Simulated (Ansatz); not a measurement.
## Stack of 2H-WSe2 under blue phosphorene, shifted by a third of the diagonal in a perpendicular field

What dipole does a perpendicular field induce in the stack of 2H-WSe2 under blue phosphorene, shifted by a third of the diagonal, and does the gap follow? A positive field points along +c.

Main program and level: Ansatz 0.2.0; plane-wave DFT, LDA, Ansatz PAW, in the first sound run; inputs show where later runs differ.

## (1) The structure

The cell holds 5 atoms: 2 Se, 1 W and 2 P. Cell: a = 3.300 Å, b = 3.300 Å, c = 26.130 Å, α = 90.0°, β = 90.0°, γ = 120.0°. Regions: layer 1: 2H-WSe2, 3 atoms (2 Se and 1 W); layer 2: blue phosphorene, 2 atoms (2 P). Vacuum lies along c.

## (2) Relaxing the slab

The starting cell is a guess, so the in-plane lattice and the atoms are relaxed first, with the slab cut off from its images along the normal. The program lengthens the vector along the normal by itself, so c and the volume that it reports differ from the typed ones.

input.yaml

```yaml
crystal:
  lattice:
    - [3.3, 0.0, 0.0]
    - [-1.65, 2.8578838325, 0.0]
    - [0.0, 0.0, 26.1303479339]
  atoms:
    - { symbol: Se, position: [0.3333333333, 0.6666666667, 0.3444271015] }
    - { symbol: W, position: [0.0, 0.0, 0.4159980569] }
    - { symbol: Se, position: [0.3333333333, 0.6666666667, 0.4875690123] }
    - { symbol: P, position: [0.0, 0.0, 0.6081184979] }
    - { symbol: P, position: [0.6666666667, 0.3333333333, 0.6555728985] }
  periodic: [true, true, false]
kpoints:
  mp_grid: { grid: [12, 12, 1] }
hamiltonian:
  xc: lda
scf:
  occupations: { method: fermi_dirac, width: 0.05 }
  convergence: { dr2_threshold: 1.0e-09 }
relax:
  f_tol: 0.004
  max_steps: 90
  cell: {}
output:
  write_potential: true
  write_density: true
  volumetric_format: npy
```

The run is started by

```console
$ ansatz run input.yaml --threads 4 --pin off --max-ram 6144MiB --backend cpu --events-out ev --progress --plain --runs-dir out
```

Numbers of over 12 decimals in the logs are rounded to 6 here.

The log of the run:

```text
Warning: crystal.periodic: the lattice vector that does not repeat stood 0.000° off the slab's normal, 26.130 Å along it as the deck builds it. The run solves the slab on a vector along the normal, 40.061 Å long, with every atom where it was (on the deck's vector they left 18.00 Å outside them, and the widest stretch free of ions among them is 3.15 Å). A fractional position that the run reports is one of the run's ce [...]
Warning: relax.cell: scf.convergence.dr2_threshold = 1e-9 eV is looser than the 1.52109986282e-10 eV advised for a relaxation that steers and ends on the stress (1e-10 eV for each atom of the cell: 5, times the square of relax.cell.stress_2d_tol = 0.05 N/m over 18.1 Å (the atoms' height at the walk's start and 5 Å past either face), 2.758e-2 GPa, over a crystal's default 0.05). What an SCF threshold leaves in a stress goes as its square root, and in the free energy as the threshold itself, and one threshold admits the most on a small cell: [figures from the program's tests cut] Set scf.convergence.dr2_threshold to 1.52109986282e-10 eV or tighter. [rest of the remark cut]
crystal.periodic: the lattice vector that does not repeat stood 0.000° off the slab's normal, 26.130 Å along it as the deck builds it. The run solves the slab on a vector along the normal, 40.061 Å long, with every atom where it was (on the deck's vector they left 18.00 Å outside them, and the widest stretch free of ions among them is 3.15 Å). A fractional position that the run reports is one of the run's cell, which [...]
Engine: ansatz 0.2.0, aarch64-unknown-linux-gnu
Pseudopotentials: kind: paw
Pseudopotential: Se, paw, valence charge 16, recommended cutoff 420 eV (normal), Se.paw.azcp
Pseudopotential: W, paw, valence charge 14, recommended cutoff 420 eV (normal), W.paw.azcp
Pseudopotential: P, paw, valence charge 5, recommended cutoff 420 eV (normal), P.paw.azcp
Functional definition: SPW92
  exchange = slater_x
  correlation = pw_c
Crystal: 5 atoms, lattice volume = 377.813 Å³
Basis set: ecut = 420 eV, 7501 PW (Γ)
Bands: 34, of which v1, the nominal top of the filled ones, is band 28 counted from 1 (27 counted from 0)
Symmetry: 6 space group operations
Space group: P3m1 (ITA 156), of the structure as read, at distance tolerance 7.2e-5 Å
k-points: 19 of 144 (time reversal used)
Non-local potential: Se, projectors of the file, l = 0: 2, l = 1: 2, l = 2: 3, l = 3: 1
Non-local potential: W, projectors of the file, l = 0: 3, l = 1: 2, l = 2: 2, l = 3: 1
Non-local potential: P, projectors of the file, l = 0: 2, l = 1: 2, l = 2: 2
PAW form: soft (Blöchl's): semilocal exchange-correlation on the pseudo side does not see the compensation charge
PAW frozen core: Se, regenerated for the run's functional, and the local potential with it (the file was generated under x = pbe(κ = 0.804, μ = 0.219515), c = pbe(β = 0.066725))
PAW frozen core: W, regenerated for the run's functional, and the local potential with it (the file was generated under x = pbe(κ = 0.804, μ = 0.219515), c = pbe(β = 0.066725))
PAW frozen core: P, regenerated for the run's functional, and the local potential with it (the file was generated under x = pbe(κ = 0.804, μ = 0.219515), c = pbe(β = 0.066725))
PAW one-centre angular grid: Se, 590 points (default); XC on 64 Gauss nodes
PAW one-centre angular grid: W, 590 points (default); XC on 64 Gauss nodes
PAW one-centre angular grid: P, 110 points (default); XC on 64 Gauss nodes
Initial density: superposition of atomic densities (neutral atoms: chi_scale 0, normalization atom), corrected by the library's trained network
Initial wavefunctions: pseudopotential atomic-orbital guess
Functional: x = slater, c = lda
SCF iter   1: F=—  HF=-22349.094192 eV  |F-HF|=—  |Δ(HF+E_count)|=         —  Δρ=3.40e-3  dr2=2.13e-1  ethr=1.77e-3  ⟨swp⟩=13.8  Hψ=4272  notcnv=0
preconditioner: auto → Resta (q_TF=auto, 1.985 Å⁻¹)  ε∞=2.6  [insulator: Δε(μ)=1.135 eV  Ē_g=7.908 eV  σ=0.050 eV  W_gap=1.00  n_scr=24 (ndim 8)  ℏωp=10.1 eV  f_vac=0.702  D(μ)=0.00/eV (n_scr^D=0)  ε∞_Penn≈2.6  vacuum switching on, ρ_ref=4.5e-3 e/Å³]
SCF iter   2: F=—  HF=-22349.131518 eV  |F-HF|=—  |Δ(HF+E_count)|=   3.73e-2  Δρ=3.93e-3  dr2=8.07e-1  ethr=3.80e-4  ⟨swp⟩=4.2  Hψ=1301  notcnv=0  defer=15  recentre
preconditioner: auto → LDOS  [insulator: Δε(μ)=0.284 eV  Ē_g=7.940 eV  σ=0.050 eV  W_gap=0.86  n_scr=24 (ndim 8)  ℏωp=10.1 eV  f_vac=0.702  D(μ)=0.15/eV (n_scr^D=2)  ε∞_Penn≈2.6  β→1.0]
SCF iter   3: F=—  HF=-22349.088137 eV  |F-HF|=—  |Δ(HF+E_count)|=   4.34e-2  Δρ=2.42e-3  dr2=1.19e-1  ethr=3.80e-4  ⟨swp⟩=3.6  Hψ=1082  notcnv=0  defer=14
SCF iter   4: F=—  HF=-22349.080743 eV  |F-HF|=—  |Δ(HF+E_count)|=   7.39e-3  Δρ=1.49e-3  dr2=8.97e-3  ethr=2.13e-4  ⟨swp⟩=2.6  Hψ=886  notcnv=0  defer=16
SCF iter   5: F=—  HF=-22349.080151 eV  |F-HF|=—  |Δ(HF+E_count)|=   5.92e-4  Δρ=2.95e-4  dr2=6.81e-4  ethr=1.60e-5  ⟨swp⟩=3.2  Hψ=1264  notcnv=0  defer=15
SCF iter   6: F=—  HF=-22349.080139 eV  |F-HF|=—  |Δ(HF+E_count)|=   1.24e-5  Δρ=1.66e-4  dr2=1.25e-4  ethr=1.22e-6  ⟨swp⟩=3.3  Hψ=1262  notcnv=0  defer=15
SCF iter   7: F=—  HF=-22349.080152 eV  |F-HF|=—  |Δ(HF+E_count)|=   1.31e-5  Δρ=7.61e-5  dr2=1.69e-4  ethr=2.24e-7  ⟨swp⟩=2.9  Hψ=1187  notcnv=0  defer=15
SCF iter   8: F=—  HF=-22349.080141 eV  |F-HF|=—  |Δ(HF+E_count)|=   1.09e-5  Δρ=2.90e-5  dr2=8.02e-6  ethr=2.24e-7  ⟨swp⟩=2.5  Hψ=887  notcnv=0  defer=15
SCF iter   9: F=—  HF=-22349.080135 eV  |F-HF|=—  |Δ(HF+E_count)|=   5.83e-6  Δρ=1.32e-5  dr2=5.71e-7  ethr=1.43e-8  ⟨swp⟩=3.4  Hψ=1102  notcnv=0  defer=15
SCF iter  10: F=—  HF=-22349.080054 eV  |F-HF|=—  |Δ(HF+E_count)|=   8.11e-5  Δρ=5.42e-6  dr2=1.82e-7  ethr=1.02e-9  ⟨swp⟩=3.1  Hψ=1294  notcnv=0  defer=15
SCF iter  11: F=—  HF=-22349.080054 eV  |F-HF|=—  |Δ(HF+E_count)|=   1.79e-8  Δρ=1.48e-6  dr2=1.30e-8  ethr=3.25e-10  ⟨swp⟩=3.0  Hψ=983  notcnv=0  defer=15
SCF iter  12: F=—  HF=-22349.080054 eV  |F-HF|=—  |Δ(HF+E_count)|=  7.13e-10  Δρ=6.21e-7  dr2=3.27e-9  ethr=2.33e-11  ⟨swp⟩=3.5  Hψ=1400  notcnv=0  defer=15
SCF iter  13: F=-22349.080054 eV  HF=-22349.080054 eV  |F-HF|=2.91e-11  |Δ(HF+E_count)|=  1.60e-10  Δρ=1.60e-7  dr2=2.70e-10  ethr=1.79e-12  ⟨swp⟩=12.1  Hψ=4754  notcnv=0
SCF 1 converged in 13 iterations: F = -22349.080054 eV  dr2 = 2.70e-10
  greatest PAW one-centre occupation: 1.000 electrons in one spin orbital (limit 2), on the W atom at site 1 (counted from 0), in its partial waves of l = 0
[...]
SCF iter  14: F=-22349.868230 eV  HF=-22349.868230 eV  |F-HF|=1.02e-10  |Δ(HF+E_count)|=  3.64e-11  Δρ=5.80e-8  dr2=2.87e-11  ethr=1.79e-12  ⟨swp⟩=11.7  Hψ=4633  notcnv=0
SCF 3 converged in 14 iterations: F = -22349.868230 eV  dr2 = 2.87e-11
relax step   3: F+E_penalty+E_count = -22349.86822970 eV  Δ(F+E_penalty+E_count) = -4.069e-2 eV  max|allowed force component| = 3.461e-1 eV/Å  Δτ_max = 0.1907 Å  P = +1.498 N/m  Ω = 360.478 Å³  energy of the carried Pulay correction = +1.143e-3 eV  fix = [c, alpha, beta]  reactions: c +0.000 N/m  (14 SCF iters, accepted)
[...]
relax step   4: F+E_penalty+E_count = -22349.87695012 eV  Δ(F+E_penalty+E_count) = -8.720e-3 eV  max|allowed force component| = 3.130e-2 eV/Å  Δτ_max = 0.1032 Å  P = -0.017 N/m  Ω = 364.895 Å³  energy of the carried Pulay correction = +8.464e-4 eV  fix = [c, alpha, beta]  reactions: c -0.000 N/m  (13 SCF iters, accepted)
[...]
relax step   5: F+E_penalty+E_count = -22349.87683402 eV  Δ(F+E_penalty+E_count) = +1.161e-4 eV  max|allowed force component| = 6.398e-2 eV/Å  Δτ_max = 0.0781 Å  P = -0.279 N/m  Ω = 365.391 Å³  energy of the carried Pulay correction = +8.133e-4 eV  fix = [c, alpha, beta]  (12 SCF iters, rejected (line search))
[...]
relax step   6: F+E_penalty+E_count = -22349.87740650 eV  Δ(F+E_penalty+E_count) = -4.564e-4 eV  max|allowed force component| = 1.532e-2 eV/Å  Δτ_max = 0.0118 Å  P = -0.008 N/m  Ω = 364.850 Å³  energy of the carried Pulay correction = +8.494e-4 eV  fix = [c, alpha, beta]  reactions: c -0.000 N/m  (13 SCF iters, accepted)
[...]
relax step   7: F+E_penalty+E_count = -22349.87782255 eV  Δ(F+E_penalty+E_count) = -4.161e-4 eV  max|allowed force component| = 5.221e-3 eV/Å  Δτ_max = 0.0261 Å  P = -0.003 N/m  Ω = 364.678 Å³  energy of the carried Pulay correction = +8.609e-4 eV  fix = [c, alpha, beta]  reactions: c -0.000 N/m  (10 SCF iters, accepted)
[...]
relax step   8: F+E_penalty+E_count = -22349.87782631 eV  Δ(F+E_penalty+E_count) = -3.758e-6 eV  max|allowed force component| = 5.431e-4 eV/Å  Δτ_max = 0.0022 Å  P = +0.001 N/m  Ω = 364.681 Å³  energy of the carried Pulay correction = +8.607e-4 eV  fix = [c, alpha, beta]  reactions: c +0.000 N/m  (9 SCF iters, accepted)
Initial wavefunctions: pseudopotential atomic-orbital guess (no wavefunctions were taken with the density)
iter 1 solved again at ethr=2.56e-7 eV; its pass at ethr=3.10e-3 eV (dr2=1.44e-4 eV) is discarded
SCF iter   1: F=—  HF=-22349.877071 eV  |F-HF|=—  |Δ(HF+E_count)|=         —  Δρ=2.32e-5  dr2=2.43e-7  ethr=2.56e-7  ⟨swp⟩=6.8  Hψ=7509  notcnv=0
preconditioner: auto → Resta (q_TF=auto, 1.997 Å⁻¹)  ε∞=2.4  [insulator: Δε(μ)=0.933 eV  Ē_g=8.610 eV  σ=0.050 eV  W_gap=1.00  n_scr=24 (ndim 8)  ℏωp=10.3 eV  f_vac=0.716  D(μ)=0.00/eV (n_scr^D=0)  ε∞_Penn≈2.4  vacuum switching on, ρ_ref=5.4e-3 e/Å³]
SCF iter   2: F=—  HF=-22349.876987 eV  |F-HF|=—  |Δ(HF+E_count)|=   8.44e-5  Δρ=1.22e-5  dr2=8.45e-8  ethr=4.34e-10  ⟨swp⟩=5.0  Hψ=2033  notcnv=0
SCF iter   3: F=—  HF=-22349.876987 eV  |F-HF|=—  |Δ(HF+E_count)|=   5.85e-8  Δρ=3.82e-6  dr2=5.78e-8  ethr=1.51e-10  ⟨swp⟩=2.8  Hψ=1288  notcnv=0
SCF iter   4: F=—  HF=-22349.876987 eV  |F-HF|=—  |Δ(HF+E_count)|=   2.85e-9  Δρ=1.77e-6  dr2=1.70e-8  ethr=1.03e-10  ⟨swp⟩=3.0  Hψ=1115  notcnv=0
SCF iter   5: F=—  HF=-22349.876987 eV  |F-HF|=—  |Δ(HF+E_count)|=  9.75e-10  Δρ=5.42e-7  dr2=1.80e-9  ethr=3.04e-11  ⟨swp⟩=2.9  Hψ=948  notcnv=0
SCF iter   6: F=-22349.876987 eV  HF=-22349.876987 eV  |F-HF|=2.66e-10  |Δ(HF+E_count)|=  2.91e-10  Δρ=1.78e-7  dr2=1.96e-10  ethr=1.79e-12  ⟨swp⟩=16.2  Hψ=5491  notcnv=0
SCF 9 converged in 6 iterations: F = -22349.876987 eV  dr2 = 1.96e-10
relax step   9: F+E_penalty+E_count = -22349.87698683 eV  Δ(F+E_penalty+E_count) = +8.395e-4 eV  max|allowed force component| = 6.647e-4 eV/Å  Δτ_max = 0.0000 Å  P = -0.004 N/m  Ω = 364.681 Å³  fix = [c, alpha, beta]  reactions: c -0.000 N/m  stress off target by 4.12e-3 N/m on what of the cell is left free  SCF on the basis re-selected at this cell (its energy is not comparable with the rows above)  (6 SCF iters)
basis re-selected at this cell: Δ(F+E_penalty+E_count) = +8.395e-4 eV, ΔP = -0.005 N/m vs the last step (what re-selecting the basis moved, of the pressure what is left beyond the Pulay correction that the steps carried, after the strain that the cell walked since its last selection, with what the two solves' SCF thresholds leave and, on support functions, any second-order correction that the steps lacked; it is no m [...]
WARN: The output density's exchange-correlation potential varies sharply where the density is thin. Do not read a vacuum level from v_tot or v_xc, or from such a field of the output density. On a cell that repeats whose density bears no net charge and no dipole along the vacuum's axis use v_es (v_loc + v_h of the components); under efield.dipole_correction with no amplitude use v_es + v_field, which holds any externa [...]
SCF converged after 6 iterations
Free energy (F): -22349.876987 eV
Harris-Foulkes:  -22349.876987 eV  (|F-HF|=2.66e-10)
Internal energy: -22349.876978 eV  (E = F + TS)
E sigma→0 (E₀):  -22349.876982 eV
Entropy (-TS):   -0.000009 eV (-0.002 meV/atom)
Fermi energy:    -4.903919 eV
--- Per-component energies (eV) ---
  E_band       = -1792.926277
  E_kinetic    = 834.068344
  E_local      = -232875.055162  (includes V_loc(G=0)·N_el)
  E_nonlocal   = -1100.002481
  E_hartree    = 115814.323937
  E_xc         = -596.190727
  E_vxc        = -559.770846  (∫ρ·V_xc dr)
  E_paw        = -13044.251805  (= ΣΔE_a)
  E_vpaw       = 279.187145  (= ΣTr[D̂ρ^β])
  E_aug_tail   = -0.001294  (compensation charges beyond the density's cutoff)
  E_ewald      = 108612.279629
  E_core_change = 4.952580  (= ΣΔE_core)
  E_smearing   = -0.000009  (= −TS)
  E_closure    = -0.000000  (closes the sum)
  Σ components = -22349.876987   (vs F -22349.876987, Δ=0.00e0)
--- Forces (eV/Å), atoms counted from 1 ---
  atom   1  Se     0.00000000     0.00000000    -0.00060444
  atom   2  W     -0.00000000    -0.00000000     0.00046071
  atom   3  Se     0.00000000     0.00000000     0.00021438
  atom   4  P     -0.00000000    -0.00000000    -0.00003050
  atom   5  P      0.00000000     0.00000000     0.00026109
  max |Σ_I F_I| component: 3.01e-4 eV/Å
--- 2D stress c σ (N/m, compression-positive) ---
       -0.004115       0.000000       0.000000
        0.000000      -0.004115      -0.000000
        0.000000      -0.000000      -0.000000
  P = ½ c Tr σ = -0.0041 N/m
--- Band table (eV; the first three rows and the last of 19) ---
  k-point 0: bands = [... 24 lower, -6.5130, -6.3717, -6.3717, -5.3351, -2.4300, -2.4300, -2.3462, -2.2794, ... 2 higher]
  k-point 1: bands = [... 24 lower, -6.8034, -6.6303, -6.3405, -5.3895, -2.7014, -2.5943, -2.5253, -2.3354, ... 2 higher]
  k-point 2: bands = [... 24 lower, -7.1735, -7.0259, -6.3312, -5.6840, -3.3489, -3.1679, -2.7212, -2.6357, ... 2 higher]
  k-point 18: bands = [... 24 lower, -8.0368, -7.9614, -7.9164, -5.4783, -4.2298, -3.6908, -2.8599, -1.7304, ... 2 higher]
  the weakly bound empty levels are not read free of the cell's end (no_gap_told)
--- Relaxed structure (8 steps of the walk, 7 accepted, 1 SCFs on fresh bases) ---
  F+E_penalty+E_count = -22349.87698683 eV   max|allowed force component| = 6.647e-4 eV/Å   (the final SCF, on the basis selected at the relaxed cell)
  cell:  # Å, volume = 364.6809 Å³
    - [3.242141, 0, 0]
    - [-1.621071, 2.807777, 0]
    - [0, 0, 40.060696]
  atoms:
    - { symbol: Se, position: [0.333333, 0.666667, 0.233620] }
    - { symbol: W, position: [-1.9827738471907565e-17, -2.1674851936082355e-17, 0.275217] }
    - { symbol: Se, position: [0.333333, 0.666667, 0.316958] }
    - { symbol: P, position: [-7.268660634570596e-18, -2.669848307101715e-17, 0.390847] }
    - { symbol: P, position: [0.666667, 0.333333, 0.421652] }
```

It took 77 s on 4 threads of Arm Neoverse V1, shared host; peak memory 0.72 GiB; 5 min of CPU time.

The steps of the relaxation:

```
step  energy less that of the first step (eV)  largest force component (eV/Å)  volume (Å³)
   1                                   0.0000                          3.0242       377.81
   2                                  -0.7475                          0.4588       372.58
   3                                  -0.7882                          0.3461       360.48
   4                                  -0.7969                          0.0313       364.90
   5                                  -0.7968                          0.0640       365.39
   6                                  -0.7974                          0.0153       364.85
   7                                  -0.7978                          0.0052       364.68
   8                                  -0.7978                          0.0005       364.68
  9*                                  -0.7969                          0.0007       364.68
```

Relaxation steps marked * repeat the geometry before them on a plane-wave basis chosen anew for their cell, so energy and pressure can jump there. Relaxation step 5 was tried and not accepted.

Forces are held to the 6 operations that the run works with; a distortion that breaks them can't arise in this run.

```
cell as run  before  after  change
      a (Å)   3.300  3.242  -1.8 %
      b (Å)   3.300  3.242  -1.8 %
```

The atoms that moved most (Å, along periodic axes as changes of fractional coordinates times the final cell, across vacuum about the mean position):

```
atom     dx     dy      dz  length
 Se1  0.000  0.000   0.359   0.359
  P5  0.000  0.000  -0.239   0.239
  P4  0.000  0.000  -0.233   0.233
  W2  0.000  0.000   0.155   0.155
 Se3  0.000  0.000  -0.043   0.043
```

The relaxed structure:

```xyz
5
Lattice="3.2421 0.0000 0.0000 -1.6211 2.8078 0.0000 0.0000 0.0000 40.0607" Properties=species:S:1:pos:R:3
Se    0.0000    1.8719    9.3590
W     0.0000    0.0000   11.0254
Se    0.0000    1.8719   12.6975
P     0.0000    0.0000   15.6576
P     1.6211    0.9359   16.8917
```

The lattice constant a goes from 3.300 to 3.242 Å.

[end of part 1 of 4]

[Logs are printed without paths, hosts, clocks, repeated set-up lines and the standing remarks that a program may print on its own settings, such as how far it seeks lower states.]

[Hosts, paths, dates, database ids (printed as entryN), source tags and the programs' standing remarks are cut or masked in the printed files.]

[Maps of the electrostatic potential energy from Ansatz leave out the sawtooth potential of an applied field or a dipole correction, so their vacuum need not be flat; planar profiles and work functions include it.]
